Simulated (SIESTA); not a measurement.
The system is CdSe (Cadmoselite).

```
CELL_PARAMETERS angstrom
4.30000 0.00000 0.00000
-2.15000 3.72391 0.00000
0.00000 0.00000 7.02000
ATOMIC_POSITIONS crystal
Cd 0.66667 0.33333 0.50000
Cd 0.33333 0.66667 0.00000
Se 0.66667 0.33333 0.88500
Se 0.33333 0.66667 0.38500
```

Base run:

| Item | Value |
| --- | --- |
| Program | SIESTA 5.4.2 |
| Functional | PBE |
| Potentials or basis | PseudoDojo 0.4 standard (PBE files) |
| Basis | DZP (energy shift 0.003 Ry; two zetas on semicore shells) |
| Grid cutoff | 800 Ry |
| Energy shift | 0.003 Ry |
| k mesh | 7 × 7 × 4 |
| Occupations | fermi-dirac, width 0.05 eV |
| Spin | no spin polarisation |

Its results: band gap on the k mesh 0.92 eV, direct; pressure 3.2 GPa; largest force 0.321 eV/Å.

After a change of settings the same cell gave: band gap on the k mesh 1.03 eV, direct; pressure 4.7 GPa; largest force 0.327 eV/Å. Which change was it?
A. functional from PBE to revPBE
B. functional from PBE to PBEsol; potentials or basis from PseudoDojo 0.4 standard (PBE files) to PseudoDojo 0.4 standard (PBEsol files)
C. functional from PBE to BLYP
D. functional from PBE to AM05; potentials or basis from PseudoDojo 0.4 standard (PBE files) to PseudoDojo 0.4 standard (PBEsol files)

A.

revPBE binds less tightly than PBE, so the same cell stands under more pressure.

Caveats: the basis of atomic orbitals isn't converged, which shifts pressures, moduli and gaps; the basis holds too few empty states to meet the f-sum rule, so the spectrum is short of weight at high energy (some runs); an odd mesh through Γ misses points on the zone boundary, where band edges often lie (some runs); the potentials were made for another functional, which shifts forces and pressure (some runs).

Not every run made on this cell is shown here.
